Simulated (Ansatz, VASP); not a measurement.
**Two plane-wave programs on Si**

```
Si
1.0
     4.37522   -2.57734    0.00000
     4.37522    2.57734    0.00000
     0.00000    0.00000    5.18307
Si
8
Direct
  0.79203 0.79885 0.00473
  0.29853 0.28353 0.50775
  0.19997 0.20771 0.00237
  0.72470 0.69547 0.49424
  0.15817 0.85194 0.67818
  0.84449 0.15457 0.32207
  0.33883 0.66021 0.17431
  0.65173 0.33399 0.82414
```

Change from the starting cell: atoms moved at random, drawn with an rms of 0.05 Å.

Alike in both runs: task single point; functional PBE; k mesh 6 × 6 × 5; occupations fermi-dirac, width 0.05 eV; no spin polarisation.

|  | VASP | Ansatz |
| --- | --- | --- |
| version | VASP 6.6.1 | Ansatz 0.2.0 |
| potentials or method | VASP PAW PBE potentials, release 64 (Si) | Ansatz PAW |
| plane-wave cutoff (eV) | 520 | 420 |
| valence electrons in the cell | 32 | 32 |

|  | VASP | Ansatz | Ansatz less VASP |
| --- | --- | --- | --- |
| gap on the k mesh at the Fermi level (eV) | none | none | - |
| pressure (GPa) | 0.4 | 0.5 | +0.04 |
| largest component of the traceless stress (GPa) | 0.76 | 0.75 | -0.005 |
| rms of the force components (eV/Å) | 0.134 | 0.134 | +0.0001 |

Atom by atom the forces differ by 0.002 eV/Å (rms over components). A gap of «none» marks a metal or a gap that the smearing closes. With one functional, cell and mesh, what is left measures potentials, basis and numerics.
